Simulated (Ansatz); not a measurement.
# Ga2O3 (C2/m) in Ansatz: settings compared

The runs below take Ga2O3 through relaxation of cell and atoms, with LDA, RPBE, PBEsol+D4.

Everything below comes from runs of Ansatz 0.2.0. Logs are shortened: lines on timing, memory, paths and dates and some standing lists are left out, and cuts for length are marked.

## Step 1: The crystal as given

Symmetry: C2/m, No. 12, monoclinic system. Conventional cell: a = 12.214 Å, b = 3.037 Å, c = 5.798 Å, α = 90.00°, β = 103.83°, γ = 90.00°. Around Ga (site symmetry m) lie 6 O at 1.94 to 2.07 Å. Ga (site symmetry m) has 4 O at 1.83 to 1.86 Å as nearest neighbours. O (site symmetry m) is surrounded by 3 Ga at 1.83 to 1.94 Å. Around O (site symmetry m) lie 4 Ga at 1.86 to 2.07 Å. O (site symmetry m) is surrounded by 3 Ga at 1.83 to 1.94 Å.

## Step 2: Relaxation of cell and atoms, LDA

The input, input.yaml:

```yaml
crystal:
  lattice:
    - [6.107, -1.51855, 0.0]
    - [6.107, 1.51855, 0.0]
    - [-1.3859888959, 0.0, 5.630008738]
  atoms:
    - { symbol: Ga, position: [0.34134, 0.34134, 0.68598] }
    - { symbol: Ga, position: [0.65866, 0.65866, 0.31402] }
    - { symbol: Ga, position: [0.9095, 0.9095, 0.2054] }
    - { symbol: Ga, position: [0.0905, 0.0905, 0.7946] }
    - { symbol: O, position: [0.5041, 0.5041, 0.7434] }
    - { symbol: O, position: [0.4959, 0.4959, 0.2566] }
    - { symbol: O, position: [0.8267, 0.8267, 0.4368] }
    - { symbol: O, position: [0.1733, 0.1733, 0.5632] }
    - { symbol: O, position: [0.8355, 0.8355, 0.8902] }
    - { symbol: O, position: [0.1645, 0.1645, 0.1098] }
hamiltonian:
  xc: lda
  pseudopotentials: { kind: paw }
kpoints:
  mp_grid: { grid: [9, 9, 5] }
scf:
  occupations: { method: fermi_dirac, width: 0.05 }
output:
  forces: true
  stress: true
relax:
  f_tol: 0.01
  max_steps: 40
  cell: { stress_tol: 0.05 }
```

Potentials or basis: Ansatz PAW.

Launch:

```console
> ansatz run input.yaml --threads 4 --pin off --max-ram 11264MiB --backend cpu --events-out ev --progress --plain --runs-dir out
```

Log:

```text
Warning: RAYON_NUM_THREADS=4 ignored (pool sized by the plan → 4); use --threads N
basis.fft_grid_basis auto: the FFT boxes are laid along the combinations [[1, -1, 0], [0, 1, 0], [0, 0, 1]] of the cell's own vectors, 3.037, 6.293 and 5.798 Å long. The dense box has 24×45×40 points. Along the cell's own vectors, as sized, it would have 45×45×40, 1.88 times as many. Of the 4 symmetry operations that the crystal satisfies within crystal.symmetry.tolerance (time reversal apart; of a slab, those that keep its plane) the dense box along the cell's own vectors carries 4, and the one as laid loses 2 of those. basis.fft_grid_basis: typed keeps the cell's own vectors: state it where this run's energies or levels are differenced outside the engine with another run's, or held beside a run that keeps those vectors.
Engine: ansatz 0.2.0, x86_64-unknown-linux-gnu
Pseudopotentials: kind: paw
Pseudopotential: Ga, paw, valence charge 13, recommended cutoff 420 eV (normal), Ga.paw.azcp
Pseudopotential: O, paw, valence charge 6, recommended cutoff 420 eV (normal), O.paw.azcp
Functional definition: SPW92
  exchange = slater_x
  correlation = pw_c
Crystal: 10 atoms, lattice volume = 104.423 Å³
Basis set: ecut = 420 eV, 2037 PW (Γ), FFT grids on a1−a2, a2, a3
Bands: 54, of which v1, the nominal top of the filled ones, is band 44 counted from 1 (43 counted from 0)
Symmetry: 4 space group operations
Space group: C2/m (ITA 12), of the structure as read, at distance tolerance 4.7e-5 Å
k-points: 115 of 405
Non-local potential: Ga, projectors of the file, l = 0: 2, l = 1: 2, l = 2: 3, l = 3: 1
Non-local potential: O, projectors of the file, l = 0: 2, l = 1: 2, l = 2: 1
PAW form: soft (Blöchl's): semilocal exchange-correlation on the pseudo side does not see the compensation charge
PAW frozen core: Ga, regenerated for the run's functional, and the local potential with it (the file was generated under x = pbe(κ = 0.804, μ = 0.2195149727645171), c = pbe(β = 0.06672455060314922))
PAW frozen core: O, regenerated for the run's functional, and the local potential with it (the file was generated under x = pbe(κ = 0.804, μ = 0.2195149727645171), c = pbe(β = 0.06672455060314922))
PAW one-centre angular grid: Ga, 590 points (default); XC on 64 Gauss nodes
PAW one-centre angular grid: O, 110 points (default); XC on 64 Gauss nodes
Initial density: superposition of atomic densities (neutral atoms: chi_scale 0, normalization atom), corrected by the library's trained network
Initial wavefunctions: pseudopotential atomic-orbital guess
Functional: x = slater, c = lda
SCF iter   1: F=—  HF=-18163.970073 eV  |F-HF|=—  |Δ(HF+E_count)|=         —  Δρ=1.91e-2  dr2=3.18e-1  ethr=1.77e-3  ⟨swp⟩=6.1  Hψ=22896  notcnv=0  defer=56
preconditioner: auto → Resta (q_TF=auto, 2.652 Å⁻¹)  ε∞=4.8  [insulator: Δε(μ)=2.145 eV  Ē_g=17.595 eV  σ=0.050 eV  W_gap=1.00  n_scr=34 (ndim 8)  ℏωp=34.1 eV  f_vac=0.014  D(μ)=0.00/eV (n_scr^D=0)  ε∞_Penn≈4.8]
SCF iter   2: F=—  HF=-18163.878285 eV  |F-HF|=—  |Δ(HF+E_count)|=   9.18e-2  Δρ=4.15e-3  dr2=7.50e-3  ethr=3.61e-4  ⟨swp⟩=2.0  Hψ=9424  notcnv=0  defer=458
SCF iter   3: F=—  HF=-18163.876374 eV  |F-HF|=—  |Δ(HF+E_count)|=   1.91e-3  Δρ=2.02e-3  dr2=2.28e-3  ethr=8.52e-6  ⟨swp⟩=2.4  Hψ=9782  notcnv=0  defer=458
SCF iter   4: F=—  HF=-18163.875813 eV  |F-HF|=—  |Δ(HF+E_count)|=   5.61e-4  Δρ=5.34e-4  dr2=2.03e-4  ethr=2.59e-6  ⟨swp⟩=2.9  Hψ=11942  notcnv=0  defer=458
SCF iter   5: F=—  HF=-18163.875688 eV  |F-HF|=—  |Δ(HF+E_count)|=   1.25e-4  Δρ=1.42e-4  dr2=1.51e-5  ethr=2.30e-7  ⟨swp⟩=2.0  Hψ=10278  notcnv=0  defer=458
SCF iter   6: F=—  HF=-18163.875695 eV  |F-HF|=—  |Δ(HF+E_count)|=   6.95e-6  Δρ=2.73e-5  dr2=6.26e-7  ethr=1.71e-8  ⟨swp⟩=2.9  Hψ=10931  notcnv=0  defer=458
SCF iter   7: F=—  HF=-18163.875695 eV  |F-HF|=—  |Δ(HF+E_count)|=   8.42e-9  Δρ=1.45e-5  dr2=1.85e-7  ethr=1.14e-10  ⟨swp⟩=5.0  Hψ=22215  notcnv=0
SCF iter   8: F=-18163.875695 eV  HF=-18163.875695 eV  |F-HF|=3.22e-9  |Δ(HF+E_count)|=   5.20e-8  Δρ=3.98e-6  dr2=1.27e-8  ethr=1.14e-10  ⟨swp⟩=4.0  Hψ=21505  notcnv=0
SCF 1 converged in 8 iterations: F = -18163.875695 eV  dr2 = 1.27e-8
relax step   1: F+E_penalty+E_count = -18163.87569480 eV  Δ(F+E_penalty+E_count) = +0.000e0 eV  max|allowed force component| = 7.374e-2 eV/Å  Δτ_max = 0.0000 Å  P = -4.050 GPa  Ω = 104.423 Å³  (8 SCF iters, dr2 threshold 1.00e-7 eV, accepted)
Crystal: 10 atoms, lattice volume = 103.098 Å³
[... 85 lines left out ...]
SCF converged after 5 iterations
Free energy (F): -18163.903584 eV
Harris-Foulkes:  -18163.903584 eV  (|F-HF|=4.73e-11)
Internal energy: -18163.903584 eV  (E = F + TS)
E sigma→0 (E₀):  -18163.903584 eV
Fermi energy:    9.491365 eV
--- Per-component energies (eV) ---
  E_band       = -100.581763
  E_kinetic    = 1518.115462
  E_local      = -9009.991944  (includes V_loc(G=0)·N_el)
  E_nonlocal   = 2040.468558
  E_hartree    = 4039.571277
  E_xc         = -705.100170
  E_vxc        = -788.628095  (∫ρ·V_xc dr)
  E_paw        = -8572.139572  (= ΣΔE_a)
  E_vpaw       = -1939.702453  (= ΣTr[D̂ρ^β])
  E_aug_tail   = 0.014608  (compensation charges beyond the density's cutoff)
  E_ewald      = -7482.337251
  E_core_change = 7.495449  (= ΣΔE_core)
  E_smearing   = -0.000000  (= −TS)
  E_closure    = 0.000000  (closes the sum)
  Σ components = -18163.903584   (vs F -18163.903584, Δ=0.00e0)
--- Forces (eV/Å), atoms counted from 1 ---
  atom   1  Ga    -0.00008231     0.00000000     0.00008685
  atom   2  Ga     0.00008231     0.00000000    -0.00008685
  atom   3  Ga    -0.00013528     0.00000000    -0.00019085
  atom   4  Ga     0.00013528     0.00000000     0.00019085
  atom   5  O      0.00000689     0.00000000     0.00018122
  atom   6  O     -0.00000689     0.00000000    -0.00018122
  atom   7  O      0.00012578     0.00000000     0.00003922
  atom   8  O     -0.00012578     0.00000000    -0.00003922
  atom   9  O     -0.00011467     0.00000000     0.00018997
  atom  10  O      0.00011467     0.00000000    -0.00018997
  max |Σ_I F_I| component: 0.00e0 eV/Å
--- Stress (GPa, compression-positive) ---
       -0.011399       0.000000      -0.000135
        0.000000      -0.008216       0.000000
       -0.000135       0.000000      -0.014637
  P = ⅓ Tr σ = -0.0114 GPa (-0.114 kbar)
--- Relaxed structure (7 steps of the walk, 7 accepted, 2 SCFs on fresh bases) ---
  F+E_penalty+E_count = -18163.90358351 eV   max|allowed force component| = 1.908e-4 eV/Å   (the final SCF, on the basis selected at the relaxed cell)
  cell:  # Å, volume = 102.2203 Å³
    - [6.067361295865657, -1.5078984459007692, 0.005623310150605442]
    - [6.067361295865657, 1.5078984459007692, 0.00562331015060545]
    - [-1.3718087601439075, 1.493455165638952e-17, 5.5851692438168925]
  atoms:
    - { symbol: Ga, position: [0.3411121390246367, 0.3411121390246367, 0.6856987447781138] }
    - { symbol: Ga, position: [0.6588878609753633, 0.6588878609753633, 0.3143012552218861] }
    - { symbol: Ga, position: [0.9093046946384723, 0.9093046946384723, 0.204942231122709] }
    - { symbol: Ga, position: [0.09069530536152764, 0.09069530536152764, 0.7950577688772908] }
    - { symbol: O, position: [0.5035723500372976, 0.5035723500372976, 0.7442044661934104] }
    - { symbol: O, position: [0.4964276499627026, 0.4964276499627026, 0.25579553380658965] }
    - { symbol: O, position: [0.8269204963632638, 0.8269204963632638, 0.4378016452493266] }
    - { symbol: O, position: [0.17307950363673613, 0.17307950363673613, 0.5621983547506735] }
    - { symbol: O, position: [0.8343086465214634, 0.8343086465214634, 0.8906511636469409] }
    - { symbol: O, position: [0.16569135347853695, 0.16569135347853695, 0.10934883635305927] }
```

Run time: 98 s. Hardware: 4 threads of Intel Xeon at 2.70GHz, shared host; peak memory 0.8 GiB.

What came out:

```yaml
Free_energy: -18163.9036 eV
Relaxed_volume: 10.22 Å³/atom
Relaxed_cell: a = 6.252 Å, b = 6.252 Å, c = 5.751 Å, α = 103.33°, β = 103.33°, γ = 27.91°
Space_group_after_relaxing_to_0.05_Å: C2/m (No. 12)
Energy_gained_by_relaxing: 2.8 meV/atom
Ionic_steps: 9
Pressure_after_relaxing: 0.0 GPa
Band_gap_on_the_k_mesh: 2.51 eV
```

The path:
| step | energy change (eV) | largest force (eV/Å) | volume (Å³) |
| --- | --- | --- | --- |
| 1 | 0.0000 | 0.0881 | 104.42 |
| 2 | -0.0310 | 0.0739 | 103.10 |
| 3 | -0.0404 | 0.0276 | 102.29 |
| 4 | -0.0403 | 0.0190 | 102.31 |
| 5 | -0.0404 | 0.0174 | 102.31 |
| 6 | -0.0404 | 0.0011 | 102.32 |
| 7 | -0.0278 | 0.0008 | 102.32 |
| 8 | -0.0285 | 0.0002 | 102.22 |
| 9 | -0.0279 | 0.0002 | 102.22 |

Final structure:
```cif
data_structure
_symmetry_space_group_name_H-M 'P 1'
_symmetry_Int_Tables_number 1
_cell_length_a 6.2519
_cell_length_b 6.2519
_cell_length_c 5.7512
_cell_angle_alpha 103.333
_cell_angle_beta 103.333
_cell_angle_gamma 27.913
_cell_volume 102.22
loop_
_atom_site_label
_atom_site_type_symbol
_atom_site_fract_x
_atom_site_fract_y
_atom_site_fract_z
_atom_site_occupancy
Ga1 Ga 0.34111 0.34111 0.68570 1
Ga2 Ga 0.65889 0.65889 0.31430 1
Ga3 Ga 0.90930 0.90930 0.20494 1
Ga4 Ga 0.09070 0.09070 0.79506 1
O1 O 0.50357 0.50357 0.74420 1
O2 O 0.49643 0.49643 0.25580 1
O3 O 0.82692 0.82692 0.43780 1
O4 O 0.17308 0.17308 0.56220 1
O5 O 0.83431 0.83431 0.89065 1
O6 O 0.16569 0.16569 0.10935 1
```

Caveat: odd divisions of the mesh miss points on the zone boundary, where band edges often lie, so the gap on the mesh can be too wide; the plane-wave basis is chosen anew once the cell has moved, so the energies of steps on either side of that aren't comparable; the pressure holds a Pulay correction of +1.0 GPa for the finite cutoff; the PAW data sets come from PBE, with cores solved anew for the run's functional, which leaves a small shift of forces and pressure.

## Step 3: Relaxation of cell and atoms, RPBE

input.yaml: that of step 2 with these lines changed.

```diff
@@ -17,3 +17,3 @@
 hamiltonian:
-  xc: lda
+  xc: rpbe
   pseudopotentials: { kind: paw }
```

Potentials or basis: Ansatz PAW.

Launch:

```console
> ansatz run input.yaml --threads 4 --pin off --max-ram 11264MiB --backend cpu --events-out ev --progress --plain --runs-dir out
```

Log:

```text
Warning: RAYON_NUM_THREADS=4 ignored (pool sized by the plan → 4); use --threads N
basis.fft_grid_basis auto: the FFT boxes are laid along the combinations [[1, -1, 0], [0, 1, 0], [0, 0, 1]] of the cell's own vectors, 3.037, 6.293 and 5.798 Å long. The dense box has 24×45×40 points. Along the cell's own vectors, as sized, it would have 45×45×40, 1.88 times as many. Of the 4 symmetry operations that the crystal satisfies within crystal.symmetry.tolerance (time reversal apart; of a slab, those that keep its plane) the dense box along the cell's own vectors carries 4, and the one as laid loses 2 of those. basis.fft_grid_basis: typed keeps the cell's own vectors: state it where this run's energies or levels are differenced outside the engine with another run's, or held beside a run that keeps those vectors.
Engine: ansatz 0.2.0, x86_64-unknown-linux-gnu
Pseudopotentials: kind: paw
Pseudopotential: Ga, paw, valence charge 13, recommended cutoff 420 eV (normal), Ga.paw.azcp
Pseudopotential: O, paw, valence charge 6, recommended cutoff 420 eV (normal), O.paw.azcp
Functional definition: RPBE
  parameter kappa = 0.804
  parameter beta = 0.06672455060314922
  exchange = rpbe_x(kappa = kappa, mu = beta*pi^2/3)
  correlation = pbe_c(beta = beta)
Crystal: 10 atoms, lattice volume = 104.423 Å³
Basis set: ecut = 420 eV, 2037 PW (Γ), FFT grids on a1−a2, a2, a3, exchange–correlation on 48×90×80 points (8 copies of the dense FFT grid, shifted against one another)
[... 173 lines left out ...]
  P = ⅓ Tr σ = 0.0128 GPa (0.128 kbar)
--- Relaxed structure (8 steps of the walk, 8 accepted, 2 SCFs on fresh bases) ---
  F+E_penalty+E_count = -18572.68696105 eV   max|allowed force component| = 8.645e-4 eV/Å   (the final SCF, on the basis selected at the relaxed cell)
  cell:  # Å, volume = 112.7809 Å³
    - [6.297464201507905, -1.5544410119734093, 0.014337481116616332]
    - [6.297464201507905, 1.5544410119734093, 0.014337481116616308]
    - [-1.4159972673407986, -4.241215868350791e-17, 5.757346992695349]
  atoms:
    - { symbol: Ga, position: [0.34170836883619243, 0.3417083688361925, 0.6857020989846391] }
    - { symbol: Ga, position: [0.6582916311638078, 0.6582916311638078, 0.3142979010153611] }
    - { symbol: Ga, position: [0.910470392895547, 0.910470392895547, 0.2053185697514282] }
    - { symbol: Ga, position: [0.089529607104453, 0.08952960710445301, 0.7946814302485715] }
    - { symbol: O, position: [0.5042488688546648, 0.5042488688546649, 0.7429525301133237] }
    - { symbol: O, position: [0.4957511311453352, 0.49575113114533526, 0.25704746988667637] }
    - { symbol: O, position: [0.8260208459173775, 0.8260208459173775, 0.4344552749167423] }
    - { symbol: O, position: [0.17397915408262252, 0.1739791540826225, 0.5655447250832579] }
    - { symbol: O, position: [0.8377002729289337, 0.8377002729289338, 0.890750594672114] }
    - { symbol: O, position: [0.16229972707106644, 0.16229972707106644, 0.10924940532788598] }
```

Run time: 2.2 min. Hardware: 4 threads of Intel Xeon at 2.70GHz, shared host; peak memory 0.85 GiB.

What came out:

| Property | Result |
| --- | --- |
| Free energy | -18572.6870 eV |
| Relaxed volume | 11.28 Å³/atom |
| Relaxed cell | a = 6.486 Å, b = 6.486 Å, c = 5.929 Å, α = 103.28°, β = 103.28°, γ = 27.73° |
| Space group after relaxing (to 0.05 Å) | C2/m (No. 12) |
| Energy gained by relaxing | 34.5 meV/atom |
| Ionic steps | 10 |
| Pressure after relaxing | 0.0 GPa |
| Band gap on the k mesh | 1.90 eV |

Step by step:
| step | energy change (eV) | largest force (eV/Å) | volume (Å³) |
| --- | --- | --- | --- |
| 1 | 0.0000 | 0.3031 | 104.42 |
| 2 | -0.2515 | 0.1904 | 109.07 |
| 3 | -0.2963 | 0.0381 | 112.00 |
| 4 | -0.2963 | 0.0223 | 112.30 |
| 5 | -0.2966 | 0.0174 | 112.27 |
| 6 | -0.2966 | 0.0034 | 112.28 |
| 7 | -0.3443 | 0.0065 | 112.28 |
| 8 | -0.3434 | 0.0060 | 112.75 |
| 9 | -0.3433 | 0.0009 | 112.78 |
| 10 | -0.3453 | 0.0009 | 112.78 |

Final structure:
```xyz
10
Lattice="6.2975 -1.5544 0.0143 6.2975 1.5544 0.0143 -1.4160 0.0000 5.7573" Properties=species:S:1:pos:R:3 pbc="T T T"
Ga    3.3328    0.0000    3.9576
Ga    7.8461    0.0000    1.8284
Ga   11.1766    0.0000    1.2082
Ga    0.0024    0.0000    4.5778
O     5.2990    0.0000    4.2919
O     5.8800    0.0000    1.4941
O     9.7885    0.0000    2.5250
O     1.3904    0.0000    3.2610
O     9.2895    0.0000    5.1524
O     1.8895    0.0000    0.6336
```

Caveat: odd divisions of the mesh miss points on the zone boundary, where band edges often lie, so the gap on the mesh can be too wide; the plane-wave basis is chosen anew once the cell has moved, so the energies of steps on either side of that aren't comparable; the pressure holds a Pulay correction of +0.6 GPa for the finite cutoff; the PAW data sets come from PBE, with cores solved anew for the run's functional, which leaves a small shift of forces and pressure.

(Part 1 of 2 ends here.)
